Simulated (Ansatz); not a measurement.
# TiC (P-6m2) in Ansatz: settings compared

The runs below take TiC through band structure, density of states, elastic constants, with LDA+U, PBE, PBEsol, BLYP.

All numbers are computed with Ansatz 0.2.0; they aren't measurements. Logs are shortened: lines on timing, memory, paths and dates and some standing lists are left out, and cuts for length are marked.

## Step 1: The crystal as given

It takes space group P-6m2 (No. 187, hexagonal). The conventional cell has a = 3.042 Å, b = 3.042 Å, c = 2.698 Å, α = 90.00°, β = 90.00°, γ = 120.00°. Around Ti (site symmetry -6m2) lie 6 C at 2.21 Å. C (site symmetry -6m2) is surrounded by 6 Ti at 2.21 Å.

The cell was built by a generator and needn't be a form met in nature.

## Step 2: Band structure, LDA+U

Contents of input.yaml:

```yaml
crystal:
  lattice:
    - [3.04209, 0.0, 0.0]
    - [-1.52104, 2.63452, 0.0]
    - [0.0, 0.0, 2.69797]
  atoms:
    - { symbol: Ti, position: [0.0, 0.0, 0.5] }
    - { symbol: C, position: [0.33333, 0.66667, 0.0] }
hamiltonian:
  xc: lda
  pseudopotentials: { kind: paw }
  hubbard: { sites: [{ species: Ti, l: d, u_eff: 3.0 }] }
kpoints:
  mp_grid: { grid: [10, 10, 10] }
  band_path:
    path:
      - [[0.0, 0.0, 0.0], [0.5, 0.0, 0.0], [0.3333333333, 0.3333333333, 0.0], [0.0, 0.0, 0.0], [0.0, 0.0, 0.5], [0.5, 0.0, 0.5], [0.3333333333, 0.3333333333, 0.5], [0.0, 0.0, 0.5]]
      - [[0.5, 0.0, 0.5], [0.5, 0.0, 0.0]]
      - [[0.3333333333, 0.3333333333, 0.0], [0.3333333333, 0.3333333333, 0.5]]
    npoints: 14
scf:
  occupations: { method: fermi_dirac, width: 0.05 }
  n_extra_bands: 6
output:
  forces: true
  stress: true
  eigenvalues: true
  fatbands: false
```

Potentials or basis: Ansatz PAW.

Launch:

```console
ansatz run input.yaml --threads 2 --pin off --max-ram 5632MiB --backend cpu --events-out ev --progress --plain --runs-dir out
```

The log of the run:

```text
Warning: the atoms were moved onto the symmetric positions of the space group found under crystal.symmetry.tolerance 1.0e-5 (fractional; no operation is sought that the atoms, as they stand in a round, miss by more than twice it, and no atom is moved by as much as it), and the run uses the moved positions. Before a round's move an operation carried an atom to 1.52e-5 Å from where it should land, the largest such distance. Atom 1 (counting from 0) moved farthest, by 1.76e-5 Å; the longest move in fractions of the cell, of whichever atom, is 0.47 of the tolerance, in 1 round. To run the atoms as typed, lower crystal.symmetry.tolerance until the operations that they miss are no longer found, or set crystal.symmetry.detect: false (a key that needs symmetry detection or time reversal refuses this as the deck is read). The positions used, in the order of the run's atom list: position: [-1.8503646491007004e-17, 5.5510939473021013e-17, 0.5]; position: [0.3333333333333333, 0.6666666666666667, 0.0]; The lattice was moved too: crystal.lattice keeps the space group found at crystal.symmetry.tolerance 1.0e-5 only nearly: the operation that it misses by the most changes a squared length by the fraction 6.65e-6. The run uses the lattice that is a stretch of the typed one, with no rotation, onto the one that keeps every operation to a double's rounding (on a very oblique basis the stretch itself rounds by more); the deck's lattice vector that moved farthest moved by 5.07e-6 Å. To run the lattice as typed, set crystal.symmetry.tolerance under 2.84e-6, the least fraction by which an operation that the lattice misses changes a squared length (the same key also sets how far an atom may lie from its image, so lowering it can lose operations that the atoms keep only within it), or set crystal.symmetry.detect: false, as for the atoms. crystal.lattice made exact, in Å and degrees: [[3.042085831189679, -2.886751345946343e-6, 0.0], [-1.5210404155948394, 2.6345250536786344, 0.0], [0.0, 0.0, 2.69797]]. Pasted over the deck's crystal.lattice, beside positions in fractional coordinates, it runs the same cell (given as lengths and angles, that cell in the form's own orientation, a rigid turn of the misfit's size from the one run here, for which a checkpoint.post_process_only pass over this run's state can be refused: where this run relaxes nothing, give such a pass this deck's own crystal.lattice, as typed; behind a relaxation, as crystal.lattice, the state's own cell, identity.cell in its checkpoint.json), and a matrix so pasted ends this notice, except on a very skew basis of the lattice, where the rounding of the pasted numbers themselves can read as a misfit: the cell is then moved again, and that move is told again. The lattice as run is in this notice's lattice.as_run_ang field (Run.prep()["deck_notices"] in Python, the deck_notice line of an events file, deck_notices of ansatz run --dry-run=json, or deck_notices in record.json in the deck's checkpoint.write directory).
Warning: RAYON_NUM_THREADS=2 ignored (pool sized by the plan → 2); use --threads N
Ti: projections on atomic orbitals take those of the free atom [Ne] 3s2 3p6 3d2 4s2, of charge +0.00 (hamiltonian.pseudopotentials.projection_atoms); the dataset's partial waves leave at most 4.1e-7 of an orbital's norm unspanned inside its sphere
C: projections on atomic orbitals take those of the free atom [He] 2s2 2p2, of charge +0.00 (hamiltonian.pseudopotentials.projection_atoms); the dataset's partial waves leave at most 3.7e-9 of an orbital's norm unspanned inside its sphere
scf.n_extra_bands = 6 over 8 filled bands (N_el = 16.0): the run solves 14 bands
Engine: ansatz 0.2.0, x86_64-unknown-linux-gnu
Pseudopotentials: kind: paw
Pseudopotential: Ti, paw, valence charge 12, recommended cutoff 420 eV (normal), Ti.paw.azcp
Pseudopotential: C, paw, valence charge 4, recommended cutoff 420 eV (normal), C.paw.azcp
Functional definition: SPW92
  exchange = slater_x
  correlation = pw_c
Crystal: 2 atoms, lattice volume = 21.623 Å³
Basis set: ecut = 420 eV, 417 PW (Γ)
Bands: 14, of which v1, the nominal top of the filled ones, is band 8 counted from 1 (7 counted from 0)
Symmetry: 12 space group operations
Space group: P-6m2 (ITA 187), of the structure as read, at distance tolerance 2.8e-5 Å
k-points: 84 of 1000 (time reversal used)
Non-local potential: Ti, projectors of the file, l = 0: 3, l = 1: 2, l = 2: 3, l = 3: 1
Non-local potential: C, projectors of the file, l = 0: 2, l = 1: 2, l = 2: 1
PAW form: soft (Blöchl's): semilocal exchange-correlation on the pseudo side does not see the compensation charge
PAW frozen core: Ti, regenerated for the run's functional, and the local potential with it (the file was generated under x = pbe(κ = 0.804, μ = 0.2195149727645171), c = pbe(β = 0.06672455060314922))
PAW frozen core: C, regenerated for the run's functional, and the local potential with it (the file was generated under x = pbe(κ = 0.804, μ = 0.2195149727645171), c = pbe(β = 0.06672455060314922))
PAW one-centre angular grid: Ti, 590 points (default); XC on 64 Gauss nodes
PAW one-centre angular grid: C, 110 points (default); XC on 64 Gauss nodes
Initial density: superposition of atomic densities (chi_scale 0.1, normalization cell, long waves kept (reshape's long-wave potential 0.00 eV rms))
Initial wavefunctions: pseudopotential atomic-orbital guess
Functional: x = slater, c = lda
SCF iter   1: F=—  HF=-2692.324791 eV  |F-HF|=—  |Δ(HF+E_count)|=         —  Δρ=1.66e-1  dr2=8.38e0  ethr=3.10e-3  ⟨swp⟩=4.5  Hψ=5398  notcnv=0
preconditioner: auto → none  [metal: Δε(μ)=0.079 eV  Ē_g=10.250 eV  σ=0.050 eV  W_gap=0.35  n_scr=8 (ndim 8)  ℏωp=22.6 eV  f_vac=0.000  D(μ)=0.27/eV (n_scr^D=0)  sad-step TF]
[... 12 lines left out ...]
Harris-Foulkes:  -2690.782629 eV  (|F-HF|=1.84e-9)
Internal energy: -2690.779570 eV  (E = F + TS)
E sigma→0 (E₀):  -2690.781099 eV
Entropy (-TS):   -0.003059 eV (-1.530 meV/atom)
Fermi energy:    13.564568 eV
--- Per-component energies (eV) ---
  E_band       = -127.083483
  E_kinetic    = 360.681838
  E_local      = -839.352587  (includes V_loc(G=0)·N_el)
  E_nonlocal   = 36.936660
  E_hartree    = 335.819960
  E_xc         = -145.486625
  E_vxc        = -182.418855  (∫ρ·V_xc dr)
  E_hubbard    = 2.873228  (on-site DFT+U / exact-exchange correction)
  E_vhub       = 1.772260  (the Hubbard potential's part of the band-sum identity)
  E_paw        = -1088.768275  (= ΣΔE_a)
  E_vpaw       = -176.344872  (= ΣTr[D̂ρ^β])
  E_aug_tail   = 0.000119  (compensation charges beyond the density's cutoff)
  E_ewald      = -1353.872669
  E_core_change = 0.388783  (= ΣΔE_core)
  E_smearing   = -0.003059  (= −TS)
  E_closure    = -0.000000  (closes the sum)
  Σ components = -2690.782629   (vs F -2690.782629, Δ=0.00e0)
--- Forces (eV/Å), atoms counted from 1 ---
  atom   1  Ti     0.00000000    -0.00000000     0.00000000
  atom   2  C      0.00000000    -0.00000000     0.00000000
  max |Σ_I F_I| component: 2.96e-16 eV/Å
--- Stress (GPa, compression-positive) ---
       -7.290507      -0.000000       0.000000
       -0.000000      -7.290507       0.000000
        0.000000       0.000000      -8.412266
  P = ⅓ Tr σ = -7.6644 GPa (-76.644 kbar)
--- Band table (eV; the first three rows and the last of 84) ---
  k-point 0: bands = ["-43.0564", "-19.5152", "-19.5152", "-19.0189", "1.5741", "12.1524", "12.1524", "12.7408", "15.7896", "16.8128", "16.8128", "19.2742", "19.2742", "20.8903"]
  k-point 1: bands = ["-43.0469", "-19.5078", "-19.5078", "-19.0936", "1.7737", "12.2534", "12.2534", "12.5010", "15.7416", "16.4217", "16.4217", "19.4123", "19.4123", "21.0751"]
  k-point 2: bands = ["-43.0210", "-19.4883", "-19.4883", "-19.2867", "2.3462", "11.5692", "12.5243", "12.5243", "15.6807", "15.6807", "16.0685", "19.4314", "19.4314", "21.5735"]
  k-point 83: bands = ["-42.8969", "-19.7168", "-19.6694", "-19.6405", "5.2174", "9.2272", "9.8693", "12.9804", "14.8477", "17.7402", "18.2550", "18.6698", "20.9181", "21.8831"]
Occupation matrices written to <dir>
```

bands.tsv:

```text
# k_distance	band_0	band_1	band_2	band_3	band_4	band_5	band_6	band_7	band_8	band_9	band_10	band_11	band_12	band_13
# fermi_ev = 13.564568
# lock_threshold_ev = 1e-6
[... 143 lines left out ...]
9.676373	-56.480216	-33.284634	-33.250907	-33.102301	-8.492430	-4.225413	-3.122564	-1.190811	1.256258	3.684464	4.678028	5.469436	5.807548	9.850155
9.759547	-56.472187	-33.275849	-33.242344	-33.157026	-8.424028	-4.316511	-3.353154	-0.918013	1.286513	3.866021	4.694964	5.391447	6.237391	9.326726
9.842720	-56.466031	-33.269233	-33.235898	-33.198099	-8.369757	-4.384807	-3.525395	-0.706348	1.313591	4.008740	4.690033	5.350585	6.676249	8.808808
9.925893	-56.462158	-33.265124	-33.231895	-33.223555	-8.334718	-4.427078	-3.632066	-0.571916	1.332132	4.100112	4.678716	5.333475	7.103213	8.329535
10.009067	-56.460831	-33.263728	-33.232173	-33.230536	-8.322580	-4.441283	-3.668075	-0.525570	1.338722	4.131608	4.673481	5.329207	7.360224	8.054548
```

Run time: 4.8 s. Hardware: 2 threads of Intel Xeon at 2.70GHz, shared host; peak memory 0.34 GiB.

What came out:

```yaml
Free_energy: -2690.7826 eV
Pressure: -7.7 GPa
Band_gap_on_the_k_mesh: none (metal or under the smearing width)
```

Stress tensor (GPa, compression positive):
```
-7.29  0.00  0.00
 0.00 -7.29  0.00
 0.00  0.00 -8.41
```

Levels at the corners of the path, in eV from the Fermi level:
```tsv
point	band 4	band 5	band 6	band 7	band 8	band 9	band 10	band 11	band 12	band 13
Γ	-32.58	-11.99	-1.41	-1.41	-0.82	2.23	3.25	3.25	5.71	5.71
M	-32.54	-9.42	-4.95	-0.58	-0.34	0.19	2.96	3.67	3.76	6.51
K	-32.53	-9.04	-3.62	-3.30	-0.28	2.06	2.21	2.37	3.58	7.14
Γ	-32.58	-11.99	-1.41	-1.41	-0.82	2.23	3.25	3.25	5.71	5.71
A	-33.00	-8.76	-5.69	-0.52	-0.52	1.42	1.42	4.67	4.67	4.70
L	-33.08	-8.55	-3.95	-2.64	-2.23	1.49	3.53	4.42	5.44	7.21
H	-33.23	-8.32	-4.44	-3.67	-0.53	1.34	4.13	4.67	5.33	7.36
A	-33.00	-8.76	-5.69	-0.52	-0.52	1.42	1.42	4.67	4.67	4.70
L	-33.08	-8.55	-3.95	-2.64	-2.23	1.49	3.53	4.42	5.44	7.21
M	-32.54	-9.42	-4.95	-0.58	-0.34	0.19	2.96	3.67	3.76	6.51
K	-32.53	-9.04	-3.62	-3.30	-0.28	2.06	2.21	2.37	3.58	7.14
H	-33.23	-8.32	-4.44	-3.67	-0.53	1.34	4.13	4.67	5.33	7.36
```

Eigenvalues of the final occupation matrices:
```tsv
site	spin	trace	eigenvalues
site 1	1	1.32	0.20 0.20 0.27 0.33 0.33
```

Caveat: the pressure holds a Pulay correction of +0.3 GPa for the finite cutoff; U without spin polarisation on a metal has little footing; the PAW data sets come from PBE, with cores solved anew for the run's functional, which leaves a small shift of forces and pressure; the U is typed as a test and isn't derived for this compound.

(Continued in part 2 of 3.)
